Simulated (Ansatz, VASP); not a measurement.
**One calculation of PbSe (Clausthalite), two programs**

```
Pb Se
1.0
     0.00000    2.99817    2.99817
     2.99817    0.00000    2.99817
     2.99817    2.99817    0.00000
Pb Se
1 1
Direct
  0.00000 0.00000 0.00000
  0.50000 0.50000 0.50000
```

Alike in both runs: task single point; functional PBE; k mesh 8 × 8 × 8; occupations fermi-dirac, width 0.05 eV; no spin polarisation.

|  | VASP | Ansatz |
| --- | --- | --- |
| version | VASP 6.6.1 | Ansatz 0.2.0 |
| potentials or method | VASP PAW PBE potentials, release 64 (Pb_d, Se) | Ansatz PAW soft_1 |
| plane-wave cutoff (eV) | 520 | 420 |
| valence electrons in the cell | 20 | 30 |

|  | VASP | Ansatz | Ansatz less VASP |
| --- | --- | --- | --- |
| gap on the k mesh at the Fermi level (eV) | 0.07 | 0.07 | +0.003 |
| least direct gap on the mesh (eV) | 0.07 | 0.07 | +0.003 |
| pressure (GPa) | 6.4 | 6.4 | +0.01 |

The two sets of potentials don't hold the same shells in valence.

Caveats: spin-orbit coupling is left out, which as a rule narrows the gap of such compounds by several tenths of an eV.
